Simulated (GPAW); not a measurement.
# GaSb (honeycomb monolayer): sheet polarisability

What do local fields do to the response of GaSb (honeycomb monolayer)?

Main program and level: GPAW 26.7.0; LDA and many-body steps on it, plane waves.

Report form: the programs' logs are mostly left out.

## 1. Starting point

The cell holds 2 atoms: 1 Ga and 1 Sb. Its edges and angles: a = 4.265 Å, b = 4.265 Å, c = 11.400 Å, α = 90.0°, β = 90.0°, γ = 120.0°. Vacuum lies along c.

As a file:

```xyz
2
Lattice="4.2655 0.0000 0.0000 -2.1327 3.6940 0.0000 0.0000 0.0000 11.4000" Properties=species:S:1:pos:R:3
Ga    0.0000    2.4627    5.3697
Sb    2.1327    1.2313    6.0301
```

The structure was relaxed with LDA. The runs that relaxed it are not among those shown. Spin-orbit coupling is left out unless a step names it.

## 2. Empty states on the mesh, 12×12×1 mesh, 238 bands

This step: GPAW 26.7.0; DFT, LDA, plane waves, PAW.

The sums over transitions need many empty states on a uniform mesh; this step solves for them.

The input, run.py:

```python
import json
import numpy as np
from gpaw.mpi import world
from gpaw import GPAW

calc = GPAW('gs.gpw').fixed_density(kpts={'size': (12, 12, 1), 'gamma': True},
    nbands=277,
    convergence={'bands': 238},
    txt='nscf.txt')
calc.write('full.gpw', mode='all')
res = {}
kpts = calc.get_ibz_k_points()
res['kpts'] = kpts
res['eigenvalues'] = [calc.get_eigenvalues(kpt=k) for k in range(len(kpts))]
res['n_electrons'] = calc.get_number_of_electrons()

if world.rank == 0:
    with open('result.json', 'w') as f:
        json.dump(res, f, default=lambda x: x.tolist())
```

Launch:

```sh
> mpirun -n 8 gpaw python run.py
```

Wall time 77 s (8 MPI ranks of Intel Xeon 6975P-C (Granite Rapids), shared host); peak memory 1.9 GiB.

Numbers from this step:

```yaml
gap: 1.061 eV
k_of_the_valence_top: 0, 0, 0
k_of_the_conduction_bottom: 0, 0, 0
least_direct_gap: 1.061 eV
k_points_computed: 19
lowest_point_of_the_top_converged_band_above_the_valence_top: 66.7556 eV
```

On this mesh the gap is 1.061 eV.

## 3. RPA response

The response function is computed on a frequency grid, with local fields up to the given cutoff.

This step: linear response, RPA, on LDA, plane waves, PAW.

The input, run.py:

```python
import json
import numpy as np
from gpaw.mpi import world
from gpaw.response.df import DielectricFunction

df = DielectricFunction('full.gpw',
    ecut=50,
    nbands=238,
    eta=0.2,
    frequencies={'type': 'nonlinear', 'domega0': 0.05, 'omega2': 10.0},
    intraband=False,
    truncation='2D',
    txt='df.txt')
res = {'optical': {}, 'eels': []}
for d in 'x':
    y0, y = df.get_polarizability(direction=d, xc='RPA', filename=None)
    res['optical'][d] = [y0.real, y0.imag, y.real, y.imag]
res['w'] = df.get_frequencies()
for q_c in [[0.0833333333, 0, 0], [0.25, 0, 0], [0.5, 0, 0], [0.75, 0, 0], [1.25, 0, 0]]:
    res['eels'].append(df.get_eels_spectrum(q_c=q_c, xc='RPA', filename=None))

if world.rank == 0:
    with open('result.json', 'w') as f:
        json.dump(res, f, default=lambda x: x.tolist())
```

Launch:

```sh
> mpirun -n 8 gpaw python run.py
```

Wall time 62 s (8 MPI ranks); peak memory 5 GiB; 8.1 min of CPU time.

Numbers from this step:

```
static polarisability of the sheet (Å) : 6.348
the same without local fields          : 7.015
```

The static value is 6.35.

The Im polarisability of the sheet has structure finer than the step of the table below, so its rows give means over 1 eV, whole bins alone (the curve runs from 0 to 39.8 eV). Peaks (eV: height): xx, no local fields 2.0: 8.00, 3.0: 7.76; xx, local fields 2.0: 7.24, 3.0: 6.91.

RPA, broadening 0.2 eV. Im polarisability of the sheet against photon energy; means over each step:

```
photon energy (eV)  xx, no local fields (Å)  xx, local fields (Å)
                 1                     3.40                  3.08
                 2                     6.19                  5.50
                 3                     5.96                  5.25
                 4                     4.40                  3.97
                 5                     2.27                  2.20
                 6                     1.42                  1.40
                 7                    0.651                 0.677
                 8                    0.455                 0.508
                 9                    0.229                 0.251
                10                    0.212                 0.219
                11                    0.143                 0.148
                12                    0.117                 0.118
                13                   0.0861                0.0989
                14                   0.0675                0.0697
                15                   0.0593                0.0636
                16                   0.0489                0.0576
                17                   0.0339                0.0509
                18                   0.0277                0.0365
                19                   0.0257                0.0297
                20                   0.0231                0.0294
                21                   0.0183                0.0263
                22                   0.0154                0.0219
                23                   0.0138                0.0202
                24                   0.0114                0.0178
                25                   0.0109                0.0158
                26                  0.00955                0.0147
                27                  0.00847                0.0123
                28                  0.00773                0.0103
                29                   0.0152                0.0140
                30                   0.0281                0.0244
                31                   0.0198                0.0210
                32                   0.0148                0.0156
                33                   0.0180                0.0173
                34                   0.0188                0.0187
                35                   0.0181                0.0187
                36                   0.0141                0.0146
                37                   0.0139                0.0138
                38                   0.0145                0.0141
                39                   0.0154                0.0155
```

## 4. RPA response, local-field cutoff (12×12×1 mesh, 238 bands, screening to 15 eV, broadening 0.2 eV)

Changes to run.py since step 3:

```diff
@@ -6,3 +6,3 @@
 df = DielectricFunction('full.gpw',
-    ecut=50,
+    ecut=15,
     nbands=238,
@@ -18,3 +18,3 @@
 res['w'] = df.get_frequencies()
-for q_c in [[0.0833333333, 0, 0], [0.25, 0, 0], [0.5, 0, 0], [0.75, 0, 0], [1.25, 0, 0]]:
+for q_c in [[0.5, 0, 0]]:
     res['eels'].append(df.get_eels_spectrum(q_c=q_c, xc='RPA', filename=None))
```

Launch:

```sh
> mpirun -n 8 gpaw python run.py
```

The job ended after 17 s (8 MPI ranks; peak memory 3 GiB; 2.3 min of CPU time).

Numbers from this step:

| Item | Value |
| --- | --- |
| static polarisability of the sheet (Å) | 6.639 |
| the same without local fields | 7.015 |

The static value is 6.64.

The Im polarisability of the sheet has structure finer than the step of the table below, so its rows give means over 2 eV, whole bins alone (the curve runs from 0 to 39.8 eV). Peaks (eV: height): xx, no local fields 2.0: 8.00, 3.0: 7.76; xx, local fields 2.0: 7.60, 3.0: 7.32.

RPA, broadening 0.2 eV. The Im polarisability of the sheet by photon energy; means over each step:

```
photon energy (eV)  xx, no local fields (Å)  xx, local fields (Å)
                 2                     5.79                  5.44
                 4                     4.38                  4.06
                 6                     1.30                  1.23
                 8                    0.437                 0.458
                10                    0.199                 0.199
                12                    0.116                 0.119
                14                   0.0677                0.0739
                16                   0.0480                0.0597
                18                   0.0279                0.0360
                20                   0.0231                0.0299
                22                   0.0156                0.0231
                24                   0.0118                0.0175
                26                  0.00962                0.0134
                28                  0.00844               0.00983
                30                   0.0249                0.0244
                32                   0.0157                0.0168
                34                   0.0189                0.0197
                36                   0.0149                0.0161
                38                   0.0145                0.0151
```

## 5. RPA response, fewer bands (12×12×1 mesh, 14 bands, screening to 50 eV, broadening 0.2 eV)

Changes to run.py since step 4:

```diff
@@ -6,4 +6,4 @@
 df = DielectricFunction('full.gpw',
-    ecut=15,
-    nbands=238,
+    ecut=50,
+    nbands=14,
     eta=0.2,
@@ -18,3 +18,3 @@
 res['w'] = df.get_frequencies()
-for q_c in [[0.5, 0, 0]]:
+for q_c in []:
     res['eels'].append(df.get_eels_spectrum(q_c=q_c, xc='RPA', filename=None))
```

Launch:

```sh
> mpirun -n 8 gpaw python run.py
```

Run time: 6.3 s. Hardware: 8 MPI ranks; peak memory 3.7 GiB.

Numbers from this step:

| Quantity | Value |
| --- | --- |
| static polarisability of the sheet (Å) | 6.261 |
| the same without local fields | 6.962 |

## 6. RPA response, scissors (12×12×1 mesh, 238 bands, screening to 50 eV, broadening 0.2 eV)

Changes to run.py since step 5:

```diff
@@ -7,3 +7,3 @@
     ecut=50,
-    nbands=14,
+    nbands=238,
     eta=0.2,
@@ -12,2 +12,3 @@
     truncation='2D',
+    eshift=0.5,
     txt='df.txt')
```

Launch:

```sh
> mpirun -n 8 gpaw python run.py
```

Elapsed: 13 s, on 8 MPI ranks; peak memory 4.9 GiB.

This step gave:

* static polarisability of the sheet (Å): 5.124
* the same without local fields: 5.628

The static value is 5.12.

## 7. RPA response, no empty band (12×12×1 mesh, 9 bands, screening to 30 eV, broadening 0.2 eV)

Changes to run.py since step 6:

```diff
@@ -6,4 +6,4 @@
 df = DielectricFunction('full.gpw',
-    ecut=50,
-    nbands=238,
+    ecut=30,
+    nbands=9,
     eta=0.2,
@@ -12,3 +12,2 @@
     truncation='2D',
-    eshift=0.5,
     txt='df.txt')
```

Launch:

```sh
> mpirun -n 8 gpaw python run.py
```

Wall time 4.3 s (8 MPI ranks); peak memory 1.6 GiB; 31 s of CPU time.

Numbers from this step:

| Property | Result |
| --- | --- |
| static polarisability of the sheet (Å) | 0 |
| the same without local fields | 0 |

The run ended normally, though the input holds a fault or crude settings.

The fault put into this input: no empty band.

## 8. The runs together

Times are wall times on 8 MPI ranks of Intel Xeon 6975P-C (Granite Rapids), shared host, good to a factor of about two.

The polarisability of a sheet is α = (ε − 1) L / 4π, with L the height of the cell, and does not depend on L.

```
                                                                                              run  static polarisability (Å)  without local fields   time
                                                                                     RPA response                       6.35                  7.02   62 s
RPA response, local-field cutoff (12×12×1 mesh, 238 bands, screening to 15 eV, broadening 0.2 eV)                       6.64                  7.02   17 s
        RPA response, fewer bands (12×12×1 mesh, 14 bands, screening to 50 eV, broadening 0.2 eV)                       6.26                  6.96  6.3 s
          RPA response, scissors (12×12×1 mesh, 238 bands, screening to 50 eV, broadening 0.2 eV)                       5.12                  5.63   13 s
```

## 9. Summary of results

```yaml
rpa_response: static polarisability (Å) 6.35
rpa_response_local_field_cutoff_12x12x1_mesh_238_bands_screening_to_15_ev_broadening_0p2_ev: static polarisability (Å) 6.64
rpa_response_fewer_bands_12x12x1_mesh_14_bands_screening_to_50_ev_broadening_0p2_ev: static polarisability (Å) 6.26
rpa_response_scissors_12x12x1_mesh_238_bands_screening_to_50_ev_broadening_0p2_ev: static polarisability (Å) 5.12
```

In words: In the optical limit the electronic static polarisability (Å) is 6.35, against 7.02 without local fields. RPA response, local-field cutoff (12×12×1 mesh, 238 bands, screening to 15 eV, broadening 0.2 eV): static polarisability (Å) = 6.64. RPA response, fewer bands (12×12×1 mesh, 14 bands, screening to 50 eV, broadening 0.2 eV): static polarisability (Å) = 6.26. RPA response, scissors (12×12×1 mesh, 238 bands, screening to 50 eV, broadening 0.2 eV): static polarisability (Å) = 5.12. ε(0) converges slowly with a Γ-centred mesh, and this one is not shown settled. Unless a shift is named, the levels are those of the density functional, and only a kernel with a long-range part can bind an exciton.

[Paths, hosts, dates, memory and timing lines, banners, echoed tables and standing remarks are left out of the program output.]

[Logs are printed without paths, hosts, clocks, repeated set-up lines and the standing remarks that a program may print on its own settings, such as how far it seeks lower states.]

[Runs of the session that timed out or met a known fault of the program may be left out.]

[Hosts, paths, dates, database ids (printed as entryN), source tags and the programs' standing remarks are cut or masked in the printed files.]
